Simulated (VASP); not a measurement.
# Ga3Sb (I4/mmm) in VASP: a series of runs

The runs below take Ga3Sb through relaxation of cell and atoms, with PBE.

Program: VASP 6.6.1. These are calculated values, not measurements. Logs are shortened: lines on timing, memory, paths and dates and some standing lists are left out, and cuts for length are marked.

### 1 The structure

It takes space group I4/mmm (No. 139, tetragonal). Conventional cell: a = 4.006 Å, b = 4.006 Å, c = 11.416 Å, α = 90.00°, β = 90.00°, γ = 90.00°. Ga (site symmetry 4mm) is surrounded by 5 Ga at 2.83 to 2.85 Å and 1 Sb at 2.86 Å. Ga (site symmetry 4/mmm) is surrounded by 4 Sb at 2.83 Å and 2 Ga at 2.85 Å. Around Sb (site symmetry 4/mmm) lie 6 Ga at 2.83 to 2.86 Å.

The cell was built by a generator and needn't be a form met in nature.

### 2 Relaxation of cell and atoms, PBE

INCAR reads:

```
ALGO = Normal
EDIFF = 1E-6
EDIFFG = -0.01
ENCUT = 520
GGA = PE
IBRION = 2
ISIF = 3
ISMEAR = 0
KPAR = 8
LASPH = True
LCHARG = False
LREAL = False
LWAVE = False
NELM = 120
NSW = 90
PREC = Accurate
SIGMA = 0.1
```

KPOINTS reads:

```
k-points
0
Gamma
  12 12 12
```

POSCAR reads:

```
Ga3Sb
1.0
   -2.0030000000      2.0030000000      5.7080000000
    2.0030000000     -2.0030000000      5.7080000000
    2.0030000000      2.0030000000     -5.7080000000
Ga Sb
3 1
Direct
    0.2495620200      0.2495620200      0.0000000000
    0.7504379800      0.7504379800      0.0000000000
    0.0000000000      0.0000000000      0.0000000000
    0.5000000000      0.5000000000      0.0000000000
```

Potentials or basis: VASP PAW PBE potentials, release 64 (Ga_d, Sb).

On the command line:

```sh
cat potpaw_PBE.64/Ga_d/POTCAR potpaw_PBE.64/Sb/POTCAR > POTCAR
mpirun -np 8 vasp_std > vasp.out
```

OUTCAR:

```text
EDIFF = 1E-6
   EDIFFG = -0.01
   ENCUT = 520
   GGA = PE
   IBRION = 2
   ISIF = 3
   ISMEAR = 0
   LASPH = True
   LREAL = False
   NELM = 120
   NSW = 90
   PREC = Accurate

 ion  position               nearest neighbor table
   1  0.250  0.250  0.000-   2 2.83   2 2.83   2 2.83   2 2.83   3 2.85   4 2.86
   2  0.750  0.750  0.000-   1 2.83   1 2.83   1 2.83   1 2.83   3 2.85   4 2.86
   3  0.000  0.000  0.000-   4 2.83   4 2.83   4 2.83   4 2.83   2 2.85   1 2.85
   4  0.500  0.500  0.000-   3 2.83   3 2.83   3 2.83   3 2.83   2 2.86   1 2.86

  LATTYP: Found a body centered tetragonal cell.
 ALAT       =     4.0060000000
 C/A-ratio  =     2.8497254119

  Lattice vectors:

 A1 = (  -2.0030000000,   2.0030000000,   5.7080000000)
 A2 = (   2.0030000000,  -2.0030000000,   5.7080000000)
 A3 = (   2.0030000000,   2.0030000000,  -5.7080000000)

Analysis of symmetry for initial positions (statically):
=====================================================================
 Subroutine PRICEL returns:
 Original cell was already a primitive cell.

 Routine SETGRP: Setting up the symmetry group for a
 body centered tetragonal supercell.

 Subroutine GETGRP returns: Found 16 space group operations
 (whereof 16 operations were pure point group operations)
 out of a pool of 16 trial point group operations.

The static configuration has the point symmetry D_4h.

Analysis of symmetry for dynamics (positions and initial velocities):
=====================================================================
 Subroutine PRICEL returns:
 Original cell was already a primitive cell.

 Routine SETGRP: Setting up the symmetry group for a
 body centered tetragonal supercell.

 Subroutine GETGRP returns: Found 16 space group operations
 (whereof 16 operations were pure point group operations)
 out of a pool of 16 trial point group operations.

The dynamic configuration has the point symmetry D_4h.

 Subroutine INISYM returns: Found 16 space group operations
 (whereof 16 operations are pure point group operations),
 and found     1 'primitive' translations

----------------------------------------------------------------------------------------

                                     Primitive cell

  volume of cell :      91.6022

  direct lattice vectors                    reciprocal lattice vectors
    -2.003000000  2.003000000  5.708000000     0.000000000  0.249625562  0.087596356
     2.003000000 -2.003000000  5.708000000     0.249625562  0.000000000  0.087596356
     2.003000000  2.003000000 -5.708000000     0.249625562  0.249625562  0.000000000

  length of vectors
     6.372227397  6.372227397  6.372227397     0.264548753  0.264548753  0.353023855

  position of ions in fractional coordinates (direct lattice)
     0.249562020  0.249562020  0.000000000
     0.750437980  0.750437980  0.000000000
     0.000000000  0.000000000  0.000000000
     0.500000000  0.500000000  0.000000000

  ion indices of the primitive-cell ions
   primitive index   ion index
                 1           1
                 2           2
                 3           3
                 4           4

----------------------------------------------------------------------------------------

 KPOINTS: k-points

Automatic generation of k-mesh.
 Grid dimensions read from file:
 generate k-points for:   12   12   12

 Generating k-lattice:

  Cartesian coordinates                     Fractional coordinates (reciprocal lattice)
     0.000000000  0.020802130  0.007299696     0.083333333  0.000000000 -0.000000000
     0.020802130  0.000000000  0.007299696     0.000000000  0.083333333 -0.000000000
     0.020802130  0.020802130  0.000000000     0.000000000  0.000000000  0.083333333

  Length of vectors
     0.022045729  0.022045729  0.029418655

  Shift w.r.t. Gamma in fractional coordinates (k-lattice)
     0.000000000  0.000000000  0.000000000

 Subroutine IBZKPT returns following result:
 ===========================================

 Found    163 irreducible k-points:

 Following reciprocal coordinates:
            Coordinates               Weight
  0.000000  0.000000  0.000000      1.000000
  0.083333 -0.000000  0.000000      8.000000
  0.166667 -0.000000  0.000000      8.000000
  0.250000 -0.000000  0.000000      8.000000
  0.333333 -0.000000  0.000000      8.000000
  0.416667 -0.000000  0.000000      8.000000
[... 16 lines left out ...]
  0.500000  0.166667  0.000000     16.000000
 -0.416667  0.166667 -0.000000     16.000000
 [... further k-points ...]
   k-points           NKPTS =    163   k-points in BZ     NKDIM =    163   number of bands    NBANDS=     26
   number of dos      NEDOS =    301   number of ions     NIONS =      4
   total plane-waves  NPLWV = 110592
   dimension x,y,z NGX =    48 NGY =   48 NGZ =   48
   dimension x,y,z NGXF=    96 NGYF=   96 NGZF=   96
   ions per type =               3   1
   NGX,Y,Z   is equivalent  to a cutoff of  12.52, 12.52, 12.52 a.u.
   NGXF,Y,Z  is equivalent  to a cutoff of  25.05, 25.05, 25.05 a.u.
 SYSTEM =  unknown system
   PREC   = accura    normal or accurate (medium, high low for compatibility)
   ISTART =      0    job   : 0-new  1-cont  2-samecut
   ICHARG =      2    charge: 1-file 2-atom 10-const
   ISPIN  =      1    spin polarized calculation?
   LNONCOLLINEAR =      F non collinear calculations
   LSORBIT =      F    spin-orbit coupling
   LASPH  =      T    aspherical Exc in radial PAW
   ENCUT  =  520.0 eV  38.22 Ry    6.18 a.u.  11.85 11.85 11.85*2*pi/ulx,y,z
   NELM   =    120;   NELMIN=  2; NELMDL= -5     # of ELM steps
   EDIFF  = 0.1E-05   stopping-criterion for ELM
   LREAL  =      F    real-space projection
   EDIFFG = -.1E-01   stopping-criterion for IOM
   NSW    =     90    number of steps for IOM
   IBRION =      2    ionic relax: 0-MD 1-quasi-New 2-CG
   NFREE  =      1    steps in history (QN), initial steepest desc. (CG)
   ISIF   =      3    stress and relaxation
   ISYM   =      2    0-nonsym 1-usesym 2-fastsym
   POTIM  = 0.5000    time-step for ionic-motion
   TEBEG  =    0.0;   TEEND  =   0.0 temperature during run
   PSTRESS=    0.0 pullay stress
   NELECT =      44.0000    total number of electrons
   NUPDOWN=      -1.0000    fix difference up-down
   EMIN   =  10.00;   EMAX   =-10.00  energy-range for DOS
   EFERMI =   0.00;   METHOD = LEGACY
   ISMEAR =     0;   SIGMA  =   0.10  broadening in eV -4-tet -1-fermi 0-gaus
   EFERMI_NEDOS =   21; number of points for ismear=-14 and -15
   IALGO  =     38    algorithm
   IMIX   =      4    mixing-type and parameters
     AMIX     =   0.40;   BMIX     =  1.00
     AMIX_MAG =   1.60;   BMIX_MAG =  1.00
  volume/ion in A,a.u.               =      22.90       154.54
  Fermi-wavevector in a.u.,A,eV,Ry     =   1.282106  2.422828 22.365183  1.643795
  Thomas-Fermi vector in A             =   2.414436
   LORBIT       =      0    0 simple, 1 ext, 2 COOP (PROOUT), +10 PAW based schemes
   GGA     = PE    functional components
   LHFCALC =     F    Hartree Fock is set to
   AEXX    =    0.0000 exact exchange contribution
   IVDW    =     0    specifies the selected vdW correction
   LEPSILON=     F    determine dielectric tensor
   LRPA    =     F    only Hartree local field effects (RPA)
 conjugate gradient relaxation of ions
 non-spin polarized calculation
 Gauss-broadening in eV      SIGMA  =   0.10
  energy-cutoff  :      520.00
  volume of cell :       91.60
 maximum number of plane-waves:      2514
   NGX = 23   NGY = 23   NGZ = 23

--------------------------------------- Ionic step        1  -------------------------------------------

 number of electron      44.0000016 magnetization

 Free energy of the ion-electron system (eV)
  ---------------------------------------------------
  ext. energy  EPLUGINS =         0.00000000
  ---------------------------------------------------
  free energy    TOTEN  =       -12.61348321 eV

  energy without entropy =      -12.60622141  energy(sigma->0) =      -12.60985231

------------------------ aborting loop because EDIFF is reached ----------------------------------------

  FORCE on cell =-STRESS in cart. coord.  units (eV):
  Direction    XX          YY          ZZ          XY          YZ          ZX
  --------------------------------------------------------------------------------------
  -------------------------------------------------------------------------------------
  Total        0.0283781      0.0283781     -0.0846522      0.0000000      0.0000000     -0.0000000
  in kB        0.4963501      0.4963501     -1.4806177      0.0000000      0.0000000     -0.0000000
  external PRESSURE =      -0.1626391 kB  Pullay stress =       0.0000000 kB
[... 251 lines left out ...]
  energy  without entropy=      -12.6071134290  energy(sigma->0) =      -12.61061518

--------------------------------------- Ionic step        8  -------------------------------------------

 number of electron      44.0000014 magnetization

 Free energy of the ion-electron system (eV)
  ---------------------------------------------------
  ext. energy  EPLUGINS =         0.00000000
  ---------------------------------------------------
  free energy    TOTEN  =       -12.61412088 eV

  energy without entropy =      -12.60710643  energy(sigma->0) =      -12.61061366

 E-fermi :   5.4220     XC(G=0): -10.2124

 val. band max:        5.4201601210   @ k =  -0.3333   0.4167   0.3333
 cond. band min:       5.4235722104   @ k =   0.4167   0.0833   0.0833
 fundamental gap:      0.0034120894
 Fermi energy:         5.4219531087

 k-point     1 :       0.0000    0.0000    0.0000
  band No.  band energies     occupation
      1      -9.6442      2.00000
      2      -9.6205      2.00000
      3      -9.5377      2.00000
      4      -9.4849      2.00000
      5      -9.4849      2.00000
      6      -9.4844      2.00000
[... 685 lines left out ...]
     25       8.1506      0.00000
     26       9.6829      0.00000

 [... further k-points ...]

------------------------ aborting loop because EDIFF is reached ----------------------------------------

  FORCE on cell =-STRESS in cart. coord.  units (eV):
  Direction    XX          YY          ZZ          XY          YZ          ZX
  --------------------------------------------------------------------------------------
  -------------------------------------------------------------------------------------
  Total        0.0307140      0.0307140      0.0238660      0.0000000      0.0000000      0.0000000
  in kB        0.5365585      0.5365585      0.4169266      0.0000000      0.0000000      0.0000000
  external PRESSURE =       0.4966812 kB  Pullay stress =       0.0000000 kB
[... 19 lines left out ...]
  FREE ENERGIE OF THE ION-ELECTRON SYSTEM (eV)
  ---------------------------------------------------
  free  energy   TOTEN  =       -12.6141208802 eV

  energy  without entropy=      -12.6071064318  energy(sigma->0) =      -12.61061366

 reached required accuracy - stopping structural energy minimisation
```

It took 3.9 min on 8 MPI ranks of AMD EPYC 9R45 (Zen 5), shared host; peak memory 0.59 GiB.

What came out:

```
Free energy                            : -12.6141 eV
Relaxed volume                         : 22.93 Å³/atom
Relaxed cell                           : a = 6.373 Å, b = 6.373 Å, c = 6.373 Å, α = 143.35°, β = 143.35°, γ = 52.81°
Space group after relaxing (to 0.05 Å) : I4/mmm (No. 139)
Energy gained by relaxing              : 0.2 meV/atom
Ionic steps                            : 8
Pressure after relaxing                : 0.0 GPa
Largest force after relaxing           : 0.004 eV/Å
Band gap on the k mesh                 : none (metal or under the smearing width)
```

Forces in eV/Å, atoms in the order of the input:
```
Ga   0.000  0.000  0.004
Ga   0.000  0.000 -0.004
Ga   0.000  0.000  0.000
Sb   0.000  0.000  0.000
```

The path:
```csv
step,energy change (eV),largest force (eV/Å),pressure (GPa),volume (Å³)
1,0.0000,0.0381,-0.02,91.60
2,-0.0002,0.0306,-0.01,91.57
3,-0.0003,0.0211,0.01,91.53
4,-0.0004,0.0150,0.04,91.52
5,-0.0005,0.0105,0.06,91.52
6,-0.0006,0.0007,0.09,91.51
7,-0.0006,0.0006,-0.06,91.78
8,-0.0006,0.0040,0.05,91.71
```

Final structure:
```yaml
crystal:
  lattice:
    - [-2.00410, 2.00410, 5.70862]
    - [2.00410, -2.00410, 5.70862]
    - [2.00410, 2.00410, -5.70862]
  atoms:
    - { symbol: Ga, position: [0.25088, 0.25088, 0.00000] }
    - { symbol: Ga, position: [0.74912, 0.74912, 0.00000] }
    - { symbol: Ga, position: [0.00000, 0.00000, 0.00000] }
    - { symbol: Sb, position: [0.50000, 0.50000, 0.00000] }
```

Spin-orbit coupling is left out, which matters for the levels of Sb.

### 3 Relaxation of cell and atoms, PBE

INCAR reads:

```
ALGO = Normal
EDIFF = 1E-7
EDIFFG = -0.005
ENCUT = 520
GGA = PE
IBRION = 2
ISIF = 3
ISMEAR = 0
KPAR = 8
LASPH = True
LCHARG = False
LREAL = False
LWAVE = False
NELM = 120
NSW = 60
POTIM = 0.3
PREC = Accurate
SIGMA = 0.1
```

KPOINTS is that of step 2.

POSCAR reads:

```
Ga3Sb                                   
1.0
   -2.0041010296      2.0041010296      5.7086229000
    2.0041010296     -2.0041010296      5.7086229000
    2.0041010296      2.0041010296     -5.7086229000
  Ga              Sb            
     3     1
Direct
     0.2508776629783292    0.2508776629783292    0.0000000000000000
     0.7491223370216709    0.7491223370216709    0.0000000000000000
     0.0000000000000000    0.0000000000000000    0.0000000000000000
     0.5000000000000000    0.5000000000000000    0.0000000000000000
```

Potentials or basis: VASP PAW PBE potentials, release 64 (Ga_d, Sb).

On the command line:

```sh
cat potpaw_PBE.64/Ga_d/POTCAR potpaw_PBE.64/Sb/POTCAR > POTCAR
mpirun -np 8 vasp_std > vasp.out
```

Run time: 67 s. Hardware: 8 MPI ranks of AMD EPYC 9R45 (Zen 5), shared host; peak memory 0.54 GiB.

It converged, with:

* Free energy: -12.6141 eV
* Pressure after relaxing: 0.0 GPa
* Band gap on the k mesh: none (metal or under the smearing width)

Forces in eV/Å, atoms in the order of the input:
```
Ga   0.000  0.000  0.003
Ga   0.000  0.000 -0.003
Ga   0.000  0.000  0.000
Sb   0.000  0.000  0.000
```

Final structure:
```
Ga Sb
1.0
    -2.00410    2.00410    5.70862
     2.00410   -2.00410    5.70862
     2.00410    2.00410   -5.70862
Ga Sb
3 1
Cartesian
  0.0000 0.0000 2.8643
  0.0000 0.0000 8.5529
  0.0000 0.0000 0.0000
  0.0000 0.0000 5.7086
```

Levels at points of the mesh, in eV from the Fermi level:
```csv
k point,band 20,band 21,band 22,band 23,band 24,band 25
"(0.00, 0.00, 0.00)",-1.46,-1.39,-1.39,0.36,0.36,4.10
"(0.50, 0.00, 0.00)",-1.13,-0.16,0.36,1.85,2.05,2.29
"(0.50, 0.50, 0.00)",-4.22,-3.02,-2.65,-1.62,-1.40,3.38
"(0.50, 0.50, 0.50)",-1.85,-0.40,0.52,1.46,1.46,1.53
```

Caveat: the relaxation stopped at its first step, so nothing moved. The run has no spin-orbit coupling, so splittings on Sb are missing.
